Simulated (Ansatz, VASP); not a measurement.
# C63N (N_C) in two plane-wave programs, part 3 of 3

Aim: how closely do two programs agree when they are given the same cell, functional and k mesh? The cell is taken from a series of runs on this material, whose earlier steps may have relaxed, scaled, displaced or heated it; both programs get it as it stands.

VASP 6.6.1 and Ansatz 0.2.0.

So far. Step 6 (VASP: single point, PBE, pair 2): The run ends at a pressure of 4.36 GPa, with forces up to 7.7 eV/Å.

### 9. VASP: single point, PBE, pair 3

Level of this step: PBE, spin-polarised from a ferromagnetic start; plane waves and PAW (C, N) (VASP).

The same cell, functional, mesh and smearing now go to VASP, with its own data sets.

INCAR

```
SYSTEM = C63N
PREC = Accurate
ENCUT = 520
EDIFF = 1E-06
NELM = 200
ISMEAR = -1
SIGMA = 0.01
LREAL = Auto
ALGO = Normal
GGA = PE
NBANDS = 176
ISPIN = 2
MAGMOM = 0 -0 -0 -0 -0 0 0 0 0.01 0 0 0 0.01 0 0 0.06 0.01 0 0 0 0.01 0 0.06 0 0 0 0 0 0.01 -0 0 0 0.01 0 0 0 0.01 0.06 0 0 0 0 0 0 0.01 0 -0 0 0 0 0 0 0.01 0 0 -0 0.02 0.02 0.02 0.01 0 0 0 0.05
LORBIT = 11
LWAVE = .FALSE.
LCHARG = .FALSE.
ISIF = 2
NUPDOWN = 1
LASPH = .TRUE.
GGA_COMPAT = .FALSE.
NCORE = 2
```

POSCAR

```
C63N
1.0
    7.1431247189      0.0000000000      0.0000000000
    0.0000000000      7.1431247189      0.0000000000
    0.0000000000      0.0000000000      7.1431247189
C N
63 1
Direct
    0.9989436813      0.0001398323      0.9992769485
    0.0005165372      0.2503875610      0.2495246772
    0.2491914100      0.0017126882      0.2495246772
    0.2491914100      0.2503875610      0.0008498044
    0.1242838390      0.1254799900      0.1246171062
    0.1254479119      0.3761538008      0.3752909170
    0.3749576498      0.1266440629      0.3752909170
    0.3749576498      0.3761538008      0.1257811791
    0.9982164286      0.9994125796      0.4988424752
    0.9994692476      0.2494363583      0.7502397074
    0.2482402073      0.0006653986      0.7502397074
    0.2520175324      0.2532136834      0.4987630252
    0.1247781954      0.1259743465      0.6255203659
    0.1236720906      0.3742782594      0.8753883446
    0.3730821084      0.1248682416      0.8753883446
    0.3745908019      0.3757869529      0.6329466534
    0.9982164286      0.4997053590      0.9985496958
    0.9994692476      0.7511025912      0.2485734745
    0.2520175324      0.4996259090      0.2523507996
    0.2482402073      0.7511025912      0.9998025148
    0.1247781954      0.6263832497      0.1251114626
    0.1236720906      0.8762512284      0.3734153756
    0.3745908019      0.6338095372      0.3749240691
    0.3730821084      0.8762512284      0.1240053578
    0.9999375762      0.5003276253      0.4994647415
    0.9974917349      0.7497121611      0.7488492772
    0.2479720754      0.5013811627      0.7515874617
    0.2479720754      0.7524503455      0.5005182789
    0.1230836707      0.6253985857      0.6245357019
    0.1227590970      0.8752230714      0.8743601876
    0.3724707476      0.6253362326      0.8760830542
    0.3724707476      0.8769459380      0.6244733488
    0.4985092080      0.9994125796      0.9985496958
    0.4984297580      0.2532136834      0.2523507996
    0.7499064402      0.0006653986      0.2485734745
    0.7499064402      0.2494363583      0.9998025148
    0.6251870987      0.1259743465      0.1251114626
    0.6326133862      0.3757869529      0.3749240691
    0.8750550774      0.1248682416      0.3734153756
    0.8750550774      0.3742782594      0.1240053578
    0.4991314743      0.0011337272      0.4994647415
    0.5001850117      0.2491682264      0.7515874617
    0.7485160101      0.9986878859      0.7488492772
    0.7512541945      0.2491682264      0.5005182789
    0.6242024347      0.1242798217      0.6245357019
    0.6241400816      0.3736668986      0.8760830542
    0.8740269204      0.1239552480      0.8743601876
    0.8757497870      0.3736668986      0.6244733488
    0.4991314743      0.5003276253      0.0002708434
    0.5001850117      0.7524503455      0.2483053426
    0.7512541945      0.5013811627      0.2483053426
    0.7485160101      0.7497121611      0.9978250021
    0.6242024347      0.6253985857      0.1234169379
    0.6241400816      0.8769459380      0.3728040148
    0.8757497870      0.6253362326      0.3728040148
    0.8740269204      0.8752230714      0.1230923642
    0.4934826444      0.7474672273      0.7466043435
    0.7462710763      0.4946787954      0.7466043435
    0.7462710763      0.7474672273      0.4938159116
    0.6065972248      0.6077933758      0.6069304920
    0.6242167729      0.8722865254      0.8714236416
    0.8710903744      0.6254129239      0.8714236416
    0.8710903744      0.8722865254      0.6245500401
    0.5159798354      0.5171759864      0.5163131026
```

KPOINTS

```
Automatic mesh
0
Gamma
1 1 1
0 0 0
```

The projector-augmented-wave data sets are C and N (PBE family, release 64).

The run is started by

```bash
> mpirun -np 8 vasp_gam
```

Log:

```text
[... set-up lines as in an earlier step ...]
 entering main loop
       N       E                     dE             d eps       ncg     rms          rms(c)
DAV:   1     0.187078846322E+04    0.18708E+04   -0.15637E+05   704   0.152E+03
DAV:   2    -0.405991396414E+03   -0.22768E+04   -0.21110E+04   944   0.345E+02
DAV:   3    -0.584743262079E+03   -0.17875E+03   -0.17583E+03   880   0.921E+01
DAV:   4    -0.589082879196E+03   -0.43396E+01   -0.43139E+01   872   0.155E+01
[...]
DAV:  14    -0.567289463317E+03   -0.24463E-04   -0.17699E-05   808   0.125E-02    0.771E-03
DAV:  15    -0.567289465620E+03   -0.23039E-05   -0.25082E-06   688   0.464E-03    0.304E-03
DAV:  16    -0.567289465932E+03   -0.31187E-06   -0.43122E-07   456   0.191E-03
   1 F= -.56728947E+03 E0= -.56728253E+03  d E =-.138631E-01  mag=     1.0000
```

Parts of OUTCAR (step 9):

```text
  FREE ENERGIE OF THE ION-ELECTRON SYSTEM (eV)
  ---------------------------------------------------
  free  energy   TOTEN  =      -567.2894659323 eV

  energy  without entropy=     -567.2756028530  energy(sigma->0) =     -567.28253439

 magnetization (x)
# of ion       s       p       d       tot
------------------------------------------
    1       -0.000   0.000   0.000   0.000
    2        0.000  -0.000   0.000  -0.000
    3        0.000  -0.000   0.000  -0.000
    4        0.000  -0.000   0.000  -0.000
    5       -0.000  -0.000   0.000  -0.000
    6        0.001   0.002   0.000   0.003
    7        0.001   0.002   0.000   0.003
    8        0.001   0.002   0.000   0.003
    9        0.001   0.007   0.000   0.007
   10        0.002  -0.000   0.000   0.001
   11        0.002  -0.000   0.000   0.001
   12       -0.000   0.001   0.000   0.001
   13        0.002   0.006   0.000   0.009
[...]
--------------------------------------------------
tot          0.141   0.432   0.000   0.573

[... 1 part as in an earlier step ...]
```

The run ends at a pressure of 7.52 GPa, with forces up to 26 eV/Å.

### 10. Side by side

Compared:

```tsv
quantity	Ansatz	VASP	difference
total moment, fixed by the input (μB)	1.00	1.00	0.00
moment on N64 (μB)	0.05	0.08	-0.04
moment on C16 (μB)	0.06	0.07	-0.01
moment on C38 (μB)	0.06	0.07	-0.01
moment on C23 (μB)	0.06	0.07	-0.01
```

Forces on 7 of the 64 atoms, those with the largest forces and the largest differences (eV/Å; atoms numbered as in POSCAR):

```tsv
atom	Ansatz x, y, z	VASP x, y, z
C16	-0.952, -0.952, -0.521	-0.948, -0.948, -0.548
C19	-0.184, 0.801, -0.188	-0.188, 0.806, -0.188
C23	-0.967, -0.517, -0.967	-0.948, -0.548, -0.948
C34	0.801, -0.184, -0.188	0.806, -0.188, -0.188
C38	-0.517, -0.967, -0.967	-0.548, -0.948, -0.948
C60	14.758, 14.758, 14.761	15.187, 15.187, 15.187
N64	-13.684, -13.684, -13.663	-14.114, -14.114, -14.114
```

The forces differ by 77 meV/Å r.m.s., which is 2.9 % of the r.m.s. force of 2.605 eV/Å (both taken over all components).

### 11. Results

```
r.m.s. force difference (single point, PBE, pair 1) : 1.4 % of the r.m.s. force
r.m.s. force difference (single point, PBE, pair 2) : 1.2 % of the r.m.s. force
r.m.s. force difference (single point, PBE, pair 3) : 2.9 % of the r.m.s. force
```

The r.m.s. force difference is 2.9 % of the r.m.s. force (single point, PBE, pair 3), at about the 3 % picked in this series as the mark of a large difference. 5 further runs of this series are not shown here. How closely two codes agree says nothing of how well the functional describes the real material.

[Lines on the potential files, build, host, timing and source positions are cut from VASP's logs without a mark.]

[Logs are printed without paths, hosts, clocks, repeated set-up lines and the standing remarks that a program may print on its own settings, such as how far it seeks lower states.]

[Hosts, paths, dates, database ids (printed as entryN), source tags and the programs' standing remarks are cut or masked in the printed files.]
